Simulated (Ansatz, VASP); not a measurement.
Two plane-wave programs on BN

```
N B
1.0
     2.53680    0.00000    0.00000
    -1.26840    2.19693    0.00000
     0.00000    0.00000    4.19849
N B
2 2
Direct
  0.33333 0.66667 0.12528
  0.66667 0.33333 0.62528
  0.33333 0.66667 0.49972
  0.66667 0.33333 0.99972
```

Change from the starting cell: volume scaled by 0.98.

Alike in both runs: task single point; functional PBEsol; k mesh 12 × 12 × 6; occupations fermi-dirac, width 0.05 eV; no spin polarisation.

```csv
,VASP,Ansatz
version,VASP 6.6.1,Ansatz 0.2.0
potentials or method,"VASP PAW PBE potentials, release 64 (N, B)",Ansatz PAW
plane-wave cutoff (eV),520,420
valence electrons in the cell,16,16
```

```tsv
	VASP	Ansatz	Ansatz less VASP
gap on the k mesh at the Fermi level (eV)	4.94	4.95	+0.018
least direct gap on the mesh (eV)	8.25	8.25	+0.006
pressure (GPa)	2.4	1.7	-0.63
largest component of the traceless stress (GPa)	0.36	0.32	-0.044
rms of the force components (eV/Å)	0.003	0.002	-0.0017
```

Atom by atom the forces differ by 0.002 eV/Å (rms over components). The functional is the same, so the differences come from potentials, cutoffs and numerics.

Caveats: the PAW data sets were made with another functional, which shifts forces and pressure a little (VASP); the pressure holds a Pulay correction of +1.1 GPa for the finite cutoff (Ansatz); the PAW data sets come from PBE, with cores solved anew for the run's functional, which leaves a small shift of forces and pressure (Ansatz). A k mesh can miss the band edges.
